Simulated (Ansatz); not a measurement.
# TiAl (P-6m2) in Ansatz: further runs

The runs below take TiAl through relaxation of cell and atoms, with PBEsol.

All numbers are computed with Ansatz 0.2.0; they aren't measurements. Logs are shortened: lines on timing, memory, paths and dates and some standing lists are left out, and cuts for length are marked.

### 1 The crystal as given

It takes space group P-6m2 (No. 187, hexagonal). Conventional cell: a = 2.867 Å, b = 2.867 Å, c = 4.678 Å, α = 90.00°, β = 90.00°, γ = 120.00°. Around Ti (site symmetry -6m2) lie 6 Al at 2.87 Å and 6 Ti at 2.87 Å. Al (site symmetry -6m2) is surrounded by 6 Ti at 2.87 Å and 6 Al at 2.87 Å.

The cell comes from a database or a generator and needn't be the stable form of this composition.

### 2 Relaxation of cell and atoms, PBEsol, target pressure 5 GPa, at which the enthalpy is minimised

input.yaml reads:

```yaml
crystal:
  lattice:
    - [2.8672622327, 0.0, 0.0]
    - [-1.4336311163, 2.4831219328, 0.0]
    - [0.0, 0.0, 4.678083]
  atoms:
    - { symbol: Ti, position: [0.0, 0.0, 0.0] }
    - { symbol: Al, position: [0.3333333333, 0.6666666667, 0.5] }
hamiltonian:
  xc: pbesol
  pseudopotentials: { kind: paw }
kpoints:
  mp_grid: { grid: [11, 11, 6] }
scf:
  occupations: { method: fermi_dirac, width: 0.05 }
output:
  forces: true
  stress: true
  eigenvalues: true
  write_density: true
  write_potential: true
  elf: true
  volumetric_format: npy
relax:
  f_tol: 0.01
  max_steps: 40
  cell: { stress_tol: 0.05, p_target: 5.0 }
```

Potentials or basis: Ansatz PAW.

Command:

```sh
> ansatz run input.yaml --threads 2 --pin off --max-ram 5632MiB --backend cpu --events-out ev --progress --plain --runs-dir out
```

Standard output:

```text
Warning: RAYON_NUM_THREADS=2 ignored (pool sized by the plan → 2); use --threads N
Engine: ansatz 0.2.0, aarch64-unknown-linux-gnu
Pseudopotentials: kind: paw
Pseudopotential: Ti, paw, valence charge 12, recommended cutoff 420 eV (normal), Ti.paw.azcp
Pseudopotential: Al, paw, valence charge 3, recommended cutoff 420 eV (normal), Al.paw.azcp
Functional definition: PBEsol
  exchange = pbesol_x
  correlation = pbesol_c
Crystal: 2 atoms, lattice volume = 33.307 Å³
Basis set: ecut = 420 eV, 663 PW (Γ), exchange–correlation on 40×40×64 points (8 copies of the dense FFT grid, shifted against one another)
Bands: 12, of which v1, the nominal top of the filled ones, is band 8 counted from 1 (7 counted from 0)
Symmetry: 12 space group operations
Space group: P-6m2 (ITA 187), of the structure as read, at distance tolerance 3.2e-5 Å
k-points: 64 of 726 (time reversal used)
Non-local potential: Ti, projectors of the file, l = 0: 3, l = 1: 2, l = 2: 3, l = 3: 1
Non-local potential: Al, projectors of the file, l = 0: 2, l = 1: 2, l = 2: 1
PAW form: soft (Blöchl's): semilocal exchange-correlation on the pseudo side does not see the compensation charge
PAW frozen core: Ti, regenerated for the run's functional, and the local potential with it (the file was generated under x = pbe(κ = 0.804, μ = 0.2195149727645171), c = pbe(β = 0.06672455060314922))
PAW frozen core: Al, regenerated for the run's functional, and the local potential with it (the file was generated under x = pbe(κ = 0.804, μ = 0.2195149727645171), c = pbe(β = 0.06672455060314922))
PAW one-centre angular grid: Ti, 590 points (default); XC on 64 Gauss nodes
PAW one-centre angular grid: Al, 110 points (default); XC on 64 Gauss nodes
Initial density: superposition of atomic densities (neutral atoms: chi_scale 0, normalization atom), corrected by the library's trained network
Initial wavefunctions: pseudopotential atomic-orbital guess
Functional: x = pbesol(κ = 0.804, μ = 0.12345679012345678), c = pbesol(β = 0.046)
SCF iter   1: F=—  HF=-2998.955792 eV  |F-HF|=—  |Δ(HF+E_count)|=         —  Δρ=9.53e-3  dr2=4.40e-2  ethr=1.77e-3  ⟨swp⟩=5.1  Hψ=3936  notcnv=0
preconditioner: auto → none  [metal: Δε(μ)=0.004 eV  Ē_g=5.144 eV  σ=0.050 eV  W_gap=0.02  n_scr=2 (ndim 8)  ℏωp=17.0 eV  f_vac=0.000  D(μ)=2.85/eV (n_scr^D=34)  sad-step TF]
SCF iter   2: F=—  HF=-2998.950958 eV  |F-HF|=—  |Δ(HF+E_count)|=   4.83e-3  Δρ=5.95e-3  dr2=2.10e-2  ethr=2.93e-4  ⟨swp⟩=2.0  Hψ=1537  notcnv=0
SCF iter   3: F=—  HF=-2998.947631 eV  |F-HF|=—  |Δ(HF+E_count)|=   3.33e-3  Δρ=1.16e-3  dr2=1.02e-3  ethr=1.40e-4  ⟨swp⟩=2.0  Hψ=1135  notcnv=0
SCF iter   4: F=—  HF=-2998.947363 eV  |F-HF|=—  |Δ(HF+E_count)|=   2.68e-4  Δρ=2.85e-4  dr2=1.06e-5  ethr=6.79e-6  ⟨swp⟩=2.3  Hψ=1034  notcnv=0
SCF iter   5: F=—  HF=-2998.947338 eV  |F-HF|=—  |Δ(HF+E_count)|=   2.55e-5  Δρ=3.59e-5  dr2=5.34e-7  ethr=7.05e-8  ⟨swp⟩=2.1  Hψ=1196  notcnv=0
SCF iter   6: F=-2998.947338 eV  HF=-2998.947338 eV  |F-HF|=1.01e-8  |Δ(HF+E_count)|=   3.29e-9  Δρ=5.58e-6  dr2=1.39e-8  ethr=6.67e-10  ⟨swp⟩=8.0  Hψ=4450  notcnv=0
SCF 1 converged in 6 iterations: F = -2998.947338 eV  dr2 = 1.39e-8
relax step   1: F+E_penalty+E_count = -2998.94733753 eV  Δ(F+E_penalty+E_count) = +0.000e0 eV  max|allowed force component| = 3.325e-17 eV/Å  Δτ_max = 0.0000 Å  P = -2.844 GPa  Ω = 33.307 Å³  (6 SCF iters, dr2 threshold 1.00e-7 eV, accepted)
Crystal: 2 atoms, lattice volume = 29.423 Å³
Basis set: ecut = 420 eV, 573 PW (Γ), exchange–correlation on 40×40×64 points (8 copies of the dense FFT grid, shifted against one another)
Initial density: handed on by an earlier stage of this run
Initial wavefunctions: those handed on with the density
iter 1 solved again at ethr=1.03e-4 eV; its pass at ethr=3.10e-3 eV (dr2=1.54e-2 eV) is discarded
SCF iter   1: F=—  HF=-2998.843698 eV  |F-HF|=—  |Δ(HF+E_count)|=         —  Δρ=4.66e-3  dr2=1.53e-2  ethr=1.03e-4  ⟨swp⟩=1.0  Hψ=5128  notcnv=0
preconditioner: auto → none  [metal: Δε(μ)=0.013 eV  Ē_g=5.609 eV  σ=0.050 eV  W_gap=0.06  n_scr=2 (ndim 8)  ℏωp=18.1 eV  f_vac=0.000  D(μ)=2.61/eV (n_scr^D=34)]
SCF iter   2: F=—  HF=-2998.839247 eV  |F-HF|=—  |Δ(HF+E_count)|=   4.45e-3  Δρ=2.08e-3  dr2=1.14e-3  ethr=1.02e-4  ⟨swp⟩=2.4  Hψ=1078  notcnv=0
SCF iter   3: F=—  HF=-2998.838878 eV  |F-HF|=—  |Δ(HF+E_count)|=   3.69e-4  Δρ=4.46e-4  dr2=7.00e-5  ethr=7.63e-6  ⟨swp⟩=2.8  Hψ=1221  notcnv=0
SCF iter   4: F=—  HF=-2998.838838 eV  |F-HF|=—  |Δ(HF+E_count)|=   3.97e-5  Δρ=5.82e-5  dr2=1.02e-6  ethr=4.67e-7  ⟨swp⟩=2.0  Hψ=972  notcnv=0
iter 5 did not close the SCF: its close was put off for the readings that it lacked (scf_convergence_deferred on its scf_iter line)
SCF iter   5: F=-2998.838839 eV  HF=-2998.838839 eV  |F-HF|=1.44e-9  |Δ(HF+E_count)|=   5.26e-7  Δρ=9.36e-6  dr2=1.91e-8  ethr=6.79e-9  ⟨swp⟩=2.3  Hψ=1022  notcnv=0
SCF iter   6: F=-2998.838839 eV  HF=-2998.838839 eV  |F-HF|=2.66e-10  |Δ(HF+E_count)|=  8.81e-10  Δρ=1.19e-6  dr2=1.97e-10  ethr=1.27e-10  ⟨swp⟩=4.2  Hψ=3431  notcnv=0
SCF 2 converged in 6 iterations: F = -2998.838839 eV  dr2 = 1.97e-10
[... 33 lines left out ...]
SCF iter   2: F=—  HF=-2998.936170 eV  |F-HF|=—  |Δ(HF+E_count)|=   3.54e-5  Δρ=1.35e-5  dr2=5.51e-8  ethr=4.48e-9  ⟨swp⟩=2.2  Hψ=925  notcnv=0
iter 3 did not close the SCF: its close was put off for the readings that it lacked (scf_convergence_deferred on its scf_iter line)
SCF iter   3: F=-2998.936170 eV  HF=-2998.936170 eV  |F-HF|=2.07e-9  |Δ(HF+E_count)|=   9.06e-9  Δρ=2.92e-6  dr2=4.11e-9  ethr=3.68e-10  ⟨swp⟩=2.4  Hψ=1001  notcnv=0
iter 4 did not close the SCF: its close was put off for the readings that it lacked (scf_convergence_deferred on its scf_iter line)
SCF iter   4: F=-2998.936170 eV  HF=-2998.936170 eV  |F-HF|=1.09e-11  |Δ(HF+E_count)|=  3.74e-10  Δρ=4.41e-7  dr2=4.86e-11  ethr=2.74e-11  ⟨swp⟩=2.2  Hψ=928  notcnv=0
iter 5 did not close the SCF: its close was put off for the readings that it lacked (scf_convergence_deferred on its scf_iter line)
SCF iter   5: F=-2998.936170 eV  HF=-2998.936170 eV  |F-HF|=4.55e-13  |Δ(HF+E_count)|=  2.73e-11  Δρ=5.10e-8  dr2=3.80e-13  ethr=1.00e-12  ⟨swp⟩=1.2  Hψ=790  notcnv=0
SCF iter   6: F=-2998.936170 eV  HF=-2998.936170 eV  |F-HF|=9.09e-13  |Δ(HF+E_count)|=    0.00e0  Δρ=6.48e-9  dr2=8.54e-15  ethr=1.00e-12  ⟨swp⟩=3.0  Hψ=2517  notcnv=0
SCF 5 converged in 6 iterations: F = -2998.936170 eV  dr2 = 8.54e-15
relax step   5: F+E_penalty+E_count = -2998.93617041 eV  Δ(F+E_penalty+E_count) = +4.261e-4 eV  max|allowed force component| = 4.279e-17 eV/Å  Δτ_max = 0.0000 Å  P = +4.999 GPa  Ω = 31.122 Å³  energy of the carried Pulay correction = +4.943e-4 eV  (6 SCF iters, accepted)
Initial wavefunctions: pseudopotential atomic-orbital guess (no wavefunctions were taken with the density)
iter 1 solved again at ethr=1.07e-8 eV; its pass at ethr=3.10e-3 eV (dr2=1.61e-6 eV) is discarded
SCF iter   1: F=—  HF=-2998.935855 eV  |F-HF|=—  |Δ(HF+E_count)|=         —  Δρ=4.66e-5  dr2=8.59e-8  ethr=1.07e-8  ⟨swp⟩=3.0  Hψ=6063  notcnv=0
preconditioner: auto → none  [metal: Δε(μ)=0.021 eV  Ē_g=5.370 eV  σ=0.050 eV  W_gap=0.10  n_scr=2 (ndim 8)  ℏωp=17.6 eV  f_vac=0.000  D(μ)=2.69/eV (n_scr^D=34)]
SCF iter   2: F=—  HF=-2998.935820 eV  |F-HF|=—  |Δ(HF+E_count)|=   3.53e-5  Δρ=2.29e-5  dr2=1.80e-8  ethr=5.73e-10  ⟨swp⟩=2.0  Hψ=993  notcnv=0
SCF iter   3: F=—  HF=-2998.935820 eV  |F-HF|=—  |Δ(HF+E_count)|=   2.98e-8  Δρ=2.28e-6  dr2=5.96e-10  ethr=1.20e-10  ⟨swp⟩=2.6  Hψ=1290  notcnv=0
SCF iter   4: F=—  HF=-2998.935820 eV  |F-HF|=—  |Δ(HF+E_count)|=  1.64e-10  Δρ=6.00e-7  dr2=6.64e-11  ethr=3.97e-12  ⟨swp⟩=2.1  Hψ=1009  notcnv=0
iter 5 did not close the SCF: its close was put off for the readings that it lacked (scf_convergence_deferred on its scf_iter line)
SCF iter   5: F=-2998.935820 eV  HF=-2998.935820 eV  |F-HF|=0.00e0  |Δ(HF+E_count)|=  1.09e-11  Δρ=1.33e-7  dr2=2.04e-12  ethr=1.00e-12  ⟨swp⟩=1.1  Hψ=796  notcnv=0
SCF iter   6: F=-2998.935820 eV  HF=-2998.935820 eV  |F-HF|=9.09e-13  |Δ(HF+E_count)|=  9.09e-13  Δρ=2.59e-8  dr2=6.87e-14  ethr=1.00e-12  ⟨swp⟩=3.0  Hψ=2661  notcnv=0
SCF 6 converged in 6 iterations: F = -2998.935820 eV  dr2 = 6.87e-14
relax step   6: F+E_penalty+E_count = -2998.93581975 eV  Δ(F+E_penalty+E_count) = +3.507e-4 eV  max|allowed force component| = 4.366e-17 eV/Å  Δτ_max = 0.0000 Å  P = +4.981 GPa  Ω = 31.122 Å³  stress off target by 2.20e-2 GPa  SCF on the basis re-selected at this cell (its energy is not comparable with the rows above)  (6 SCF iters)
basis re-selected at this cell: Δ(F+E_penalty+E_count) = +3.507e-4 eV, ΔP = -0.018 GPa vs the last step (what re-selecting the basis moved, of the pressure what is left beyond the Pulay correction that the steps carried, after the strain that the cell walked since its last selection, with what the two solves' SCF thresholds leave and, on support functions, any second-order correction that the steps lacked; it is no measure of the basis error at this ecutwfc). This SCF's stress stands 2.20e-2 GPa from its target on what of the cell is left free (relax.cell.stress_tol is 5.00e-2 GPa) and its largest allowed force component is 4.37e-17 eV/Å (relax.f_tol is 1.00e-2 eV/Å): within both
SCF converged after 6 iterations
Free energy (F): -2998.935820 eV
Harris-Foulkes:  -2998.935820 eV  (|F-HF|=9.09e-13)
Internal energy: -2998.913839 eV  (E = F + TS)
E sigma→0 (E₀):  -2998.924829 eV
Entropy (-TS):   -0.021981 eV (-10.990 meV/atom)
Fermi energy:    11.235107 eV
--- Per-component energies (eV) ---
  E_band       = -155.903842
  E_kinetic    = 298.156938
  E_local      = -1125.067026  (includes V_loc(G=0)·N_el)
  E_nonlocal   = 20.287637
  E_hartree    = 488.858601
  E_xc         = -137.316333
  E_vxc        = -152.237942  (∫ρ·V_xc dr)
  E_paw        = -1477.756664  (= ΣΔE_a)
  E_vpaw       = -174.760765  (= ΣTr[D̂ρ^β])
  E_aug_tail   = 0.000118  (compensation charges beyond the density's cutoff)
  E_ewald      = -1066.235633
  E_core_change = 0.158523  (= ΣΔE_core)
  E_smearing   = -0.021981  (= −TS)
  E_closure    = 0.000000  (closes the sum)
  Σ components = -2998.935820   (vs F -2998.935820, Δ=0.00e0)
--- Forces (eV/Å), atoms counted from 1 ---
  atom   1  Ti    -0.00000000    -0.00000000    -0.00000000
  atom   2  Al    -0.00000000     0.00000000     0.00000000
  max |Σ_I F_I| component: 9.77e-17 eV/Å
--- Stress (GPa, compression-positive) ---
        4.983062      -0.000000       0.000000
       -0.000000       4.983062      -0.000000
        0.000000      -0.000000       4.978028
  P = ⅓ Tr σ = 4.9814 GPa (49.814 kbar)
--- Band table (eV; the first three rows and the last of 64) ---
  k-point 0: bands = ["-44.8512", "-21.3010", "-20.8001", "-20.8001", "2.0181", "8.8798", "9.4159", "12.6107", "12.6107", "14.2511", "14.2511", "15.5275"]
  k-point 1: bands = ["-44.8512", "-21.3027", "-20.8001", "-20.8001", "2.2018", "7.7612", "10.1582", "12.6139", "12.6139", "14.2293", "14.2293", "16.0994"]
  k-point 2: bands = ["-44.8511", "-21.3062", "-20.8000", "-20.8000", "2.6652", "6.4642", "10.6364", "12.6204", "12.6204", "14.1865", "14.1865", "17.4241"]
  k-point 63: bands = ["-44.7097", "-21.3691", "-21.2272", "-21.1677", "8.6024", "9.4509", "10.5119", "10.9012", "11.2877", "12.5581", "14.7561", "16.4049"]
--- Relaxed structure (5 steps of the walk, 5 accepted, 1 SCFs on fresh bases) ---
  F+E_penalty+E_count = -2998.93581975 eV   max|allowed force component| = 4.366e-17 eV/Å   (the final SCF, on the basis selected at the relaxed cell)
  cell:  # Å, volume = 31.1224 Å³
    - [2.804710527954939, -2.8237656376751865e-11, 2.4173525286106177e-29]
    - [-1.4023552639530148, 2.428950567484761, -2.0794798117788328e-18]
    - [-2.240202449889115e-33, -3.9176405426217935e-18, 4.568417448447229]
  atoms:
    - { symbol: Ti, position: [-3.0814879110195774e-33, -3.7007434155248937e-17, 9.04864989270415e-35] }
    - { symbol: Al, position: [0.33333333333333326, 0.6666666666666665, 0.49999999999999994] }
```

Wall time 10 s (2 threads of Arm Neoverse V1, shared host); peak memory 0.34 GiB.

What came out:

| Quantity | Value |
| --- | --- |
| Free energy | -2998.9358 eV |
| Relaxed volume | 15.56 Å³/atom |
| Relaxed cell | a = 2.805 Å, b = 2.805 Å, c = 4.568 Å, α = 90.00°, β = 90.00°, γ = 120.00° |
| Space group after relaxing (to 0.05 Å) | P-6m2 (No. 187) |
| Energy change on relaxing (the enthalpy is what falls) | +5.8 meV/atom |
| Ionic steps | 6 |
| Pressure after relaxing | 5.0 GPa |
| Band gap on the k mesh | none (metal or under the smearing width) |

The path:
```
step  energy change (eV)  largest force (eV/Å)  volume (Å³)
   1              0.0000                0.0000        33.31
   2              0.1085                0.0000        29.42
   3              0.0064                0.0000        31.29
   4              0.0107                0.0000        31.14
   5              0.0112                0.0000        31.12
   6              0.0115                0.0000        31.12
```

Final structure:
```
Ti Al
1.0
     2.80471    0.00000    0.00000
    -1.40236    2.42895    0.00000
     0.00000    0.00000    4.56842
Ti Al
1 1
Direct
  0.00000 0.00000 0.00000
  0.33333 0.66667 0.50000
```

Caveat: the plane-wave basis is chosen anew once the cell has moved, so the energies of steps on either side of that aren't comparable; the PAW data sets come from PBE, with cores solved anew for the run's functional, which leaves a small shift of forces and pressure.

### 3 Relaxation of cell and atoms, PBEsol, target pressure 10 GPa, at which the enthalpy is minimised

Edit input.yaml of step 2 so:

```diff
@@ -26,2 +26,2 @@
   max_steps: 40
-  cell: { stress_tol: 0.05, p_target: 5.0 }
+  cell: { stress_tol: 0.05, p_target: 10.0 }
```

Potentials or basis: Ansatz PAW.

Command:

```sh
> ansatz run input.yaml --threads 2 --pin off --max-ram 5632MiB --backend cpu --events-out ev --progress --plain --runs-dir out
```

Standard output:

```text
Warning: RAYON_NUM_THREADS=2 ignored (pool sized by the plan → 2); use --threads N
Engine: ansatz 0.2.0, aarch64-unknown-linux-gnu
Pseudopotentials: kind: paw
Pseudopotential: Ti, paw, valence charge 12, recommended cutoff 420 eV (normal), Ti.paw.azcp
Pseudopotential: Al, paw, valence charge 3, recommended cutoff 420 eV (normal), Al.paw.azcp
Functional definition: PBEsol
  exchange = pbesol_x
  correlation = pbesol_c
Crystal: 2 atoms, lattice volume = 33.307 Å³
Basis set: ecut = 420 eV, 663 PW (Γ), exchange–correlation on 40×40×64 points (8 copies of the dense FFT grid, shifted against one another)
Bands: 12, of which v1, the nominal top of the filled ones, is band 8 counted from 1 (7 counted from 0)
Symmetry: 12 space group operations
Space group: P-6m2 (ITA 187), of the structure as read, at distance tolerance 3.2e-5 Å
k-points: 64 of 726 (time reversal used)
Non-local potential: Ti, projectors of the file, l = 0: 3, l = 1: 2, l = 2: 3, l = 3: 1
Non-local potential: Al, projectors of the file, l = 0: 2, l = 1: 2, l = 2: 1
PAW form: soft (Blöchl's): semilocal exchange-correlation on the pseudo side does not see the compensation charge
PAW frozen core: Ti, regenerated for the run's functional, and the local potential with it (the file was generated under x = pbe(κ = 0.804, μ = 0.2195149727645171), c = pbe(β = 0.06672455060314922))
PAW frozen core: Al, regenerated for the run's functional, and the local potential with it (the file was generated under x = pbe(κ = 0.804, μ = 0.2195149727645171), c = pbe(β = 0.06672455060314922))
PAW one-centre angular grid: Ti, 590 points (default); XC on 64 Gauss nodes
PAW one-centre angular grid: Al, 110 points (default); XC on 64 Gauss nodes
Initial density: superposition of atomic densities (neutral atoms: chi_scale 0, normalization atom), corrected by the library's trained network
Initial wavefunctions: pseudopotential atomic-orbital guess
Functional: x = pbesol(κ = 0.804, μ = 0.12345679012345678), c = pbesol(β = 0.046)
[... 98 lines left out ...]
  E_paw        = -1478.043444  (= ΣΔE_a)
  E_vpaw       = -175.167843  (= ΣTr[D̂ρ^β])
  E_aug_tail   = 0.000116  (compensation charges beyond the density's cutoff)
  E_ewald      = -1078.005782
  E_core_change = 0.158523  (= ΣΔE_core)
  E_smearing   = -0.020309  (= −TS)
  E_closure    = -0.000000  (closes the sum)
  Σ components = -2998.883911   (vs F -2998.883911, Δ=0.00e0)
--- Forces (eV/Å), atoms counted from 1 ---
  atom   1  Ti     0.00000000     0.00000000    -0.00000000
  atom   2  Al    -0.00000000    -0.00000000     0.00000000
  max |Σ_I F_I| component: 4.51e-17 eV/Å
--- Stress (GPa, compression-positive) ---
        9.977635       0.000000       0.000000
        0.000000       9.977635       0.000000
        0.000000       0.000000       9.977713
  P = ⅓ Tr σ = 9.9777 GPa (99.777 kbar)
--- Band table (eV; the first three rows and the last of 64) ---
  k-point 0: bands = ["-44.2506", "-20.7101", "-20.1518", "-20.1518", "2.3348", "9.3344", "9.8713", "13.1740", "13.1740", "14.9160", "14.9160", "16.1669"]
  k-point 1: bands = ["-44.2505", "-20.7121", "-20.1518", "-20.1518", "2.5235", "8.2110", "10.6097", "13.1771", "13.1771", "14.8936", "14.8936", "16.7343"]
  k-point 2: bands = ["-44.2504", "-20.7162", "-20.1518", "-20.1518", "2.9990", "6.8992", "11.0860", "13.1832", "13.1832", "14.8496", "14.8496", "18.0307"]
  k-point 63: bands = ["-44.0836", "-20.8003", "-20.6386", "-20.5552", "9.0340", "9.9342", "11.0333", "11.3978", "11.8252", "13.1115", "15.3616", "17.2084"]
--- Relaxed structure (5 steps of the walk, 5 accepted, 1 SCFs on fresh bases) ---
  F+E_penalty+E_count = -2998.88391054 eV   max|allowed force component| = 2.486e-17 eV/Å   (the final SCF, on the basis selected at the relaxed cell)
  cell:  # Å, volume = 29.9999 Å³
    - [2.765699667995872, -2.7844897173091835e-11, 3.597014807400602e-29]
    - [-1.3828498339738218, 2.395166171736536, -3.0942058144092306e-18]
    - [-2.2872379505459666e-33, -5.829335816141572e-18, 4.528751513301153]
  atoms:
    - { symbol: Ti, position: [1.1426672492747296e-52, -3.7007434155248937e-17, 6.861535463661916e-35] }
    - { symbol: Al, position: [0.3333333333333333, 0.6666666666666665, 0.5] }
```

rho_z.tsv:

```text
# z_ang	rho[e/angstrom^3]
# format = ansatz-planar-average/11
# lattice	2.765699668	-0.000000000	0.000000000
# lattice	-1.382849834	2.395166172	-0.000000000
# lattice	-0.000000000	-0.000000000	4.528751513
# sites	2
# site	22	0.000000000	-0.000000000	0.000000000
# site	13	0.000000000	1.596777448	2.264375757
0.000000	1.717728e0
0.141523	1.616539e0
0.283047	1.336684e0
0.424570	9.597489e-1
0.566094	6.092571e-1
0.707617	3.755886e-1
[... 24 lines left out ...]
4.245705	1.336684e0
4.387228	1.616539e0
```

Wall time 10 s (2 threads of Arm Neoverse V1, shared host); peak memory 0.34 GiB.

What came out:

* Free energy: -2998.8839 eV
* Relaxed volume: 15.00 Å³/atom
* Relaxed cell: a = 2.766 Å, b = 2.766 Å, c = 4.529 Å, α = 90.00°, β = 90.00°, γ = 120.00°
* Space group after relaxing (to 0.05 Å): P-6m2 (No. 187)
* Energy change on relaxing (the enthalpy is what falls): +31.7 meV/atom
* Ionic steps: 6
* Pressure after relaxing: 10.0 GPa
* Band gap on the k mesh: none (metal or under the smearing width)

Step by step:
| step | energy change (eV) | largest force (eV/Å) | volume (Å³) |
| --- | --- | --- | --- |
| 1 | 0.0000 | 0.0000 | 33.31 |
| 2 | 0.1352 | 0.0000 | 29.09 |
| 3 | 0.0547 | 0.0000 | 30.14 |
| 4 | 0.0624 | 0.0000 | 30.01 |
| 5 | 0.0630 | 0.0000 | 30.00 |
| 6 | 0.0634 | 0.0000 | 30.00 |

Final structure:
```
Ti Al
1.0
     2.76570    0.00000    0.00000
    -1.38285    2.39517    0.00000
     0.00000    0.00000    4.52875
Ti Al
1 1
Cartesian
  0.0000 0.0000 0.0000
  0.0000 1.5968 2.2644
```

Caveat: the plane-wave basis is chosen anew once the cell has moved, so the energies of steps on either side of that aren't comparable; the PAW data sets come from PBE, with cores solved anew for the run's functional, which leaves a small shift of forces and pressure.

[end of part 1 of 2]
